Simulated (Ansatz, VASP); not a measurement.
Two plane-wave programs on C

The input INCAR:

```
SYSTEM = C
PREC = Accurate
ENCUT = 600
EDIFF = 1E-6
ISMEAR = 0
SIGMA = 0.01
LREAL = .False.
LASPH = .True.
NELM = 80
ALGO = Normal
ISIF = 3
LWAVE = .False.
LCHARG = .False.
GGA = CA
IBRION = 2
NSW = 80
EDIFFG = -0.002
```

KPOINTS

```
regular mesh
0
Gamma
  10 10 10
  0 0 0
```

The input POSCAR:

```
C
1.0
    0.0000000000      1.7850000000      1.7850000000
    1.7850000000      0.0000000000      1.7850000000
    1.7850000000      1.7850000000      0.0000000000
C
2
Direct
    0.0000000000      0.0000000000      0.0000000000
    0.2500000000      0.2500000000      0.2500000000
```

Input for Ansatz:

```yaml
crystal:
  lattice:
    - [0.0, 1.785, 1.785]
    - [1.785, 0.0, 1.785]
    - [1.785, 1.785, 0.0]
  atoms:
    - { symbol: C, position: [0.0, 0.0, 0.0] }
    - { symbol: C, position: [0.25, 0.25, 0.25] }
scf:
  occupations: { method: fixed }
output:
  forces: true
  stress: true
  eigenvalues: true
  write_density: true
  write_potential: true
  elf: true
  volumetric_format: npy
hamiltonian:
  xc: lda
kpoints:
  mp_grid: { grid: [10, 10, 10] }
basis:
  ecutwfc: 560
relax:
  f_tol: 0.002
  max_steps: 60
  cell: { stress_tol: 0.02 }
```

Alike in both runs: task relaxation of cell and atoms; functional LDA; k mesh 10 × 10 × 10; no spin polarisation.

```csv
,VASP,Ansatz
version,VASP 6.6.1,Ansatz 0.2.0
potentials or method,"VASP PAW LDA potentials, release 64 (C)","scalar-relativistic, plane waves, PAW"
plane-wave cutoff (eV),600,560
occupations,"gaussian, width 0.01 eV",fixed
valence electrons in the cell,8,8
```

|  | VASP | Ansatz | Ansatz less VASP |
| --- | --- | --- | --- |
| gap on the k mesh at the Fermi level, each at its own relaxed structure (eV) | 4.20 | 4.21 | +0.014 |
| relaxed volume (Å³/atom) | 5.52 | 5.51 | -0.008 |
| relaxed cell length with the largest relative difference (Å) | 2.499 | 2.497 | -0.0013 |
| energy change over the relaxation (meV/atom) | -7 | -8 | -0.8 |
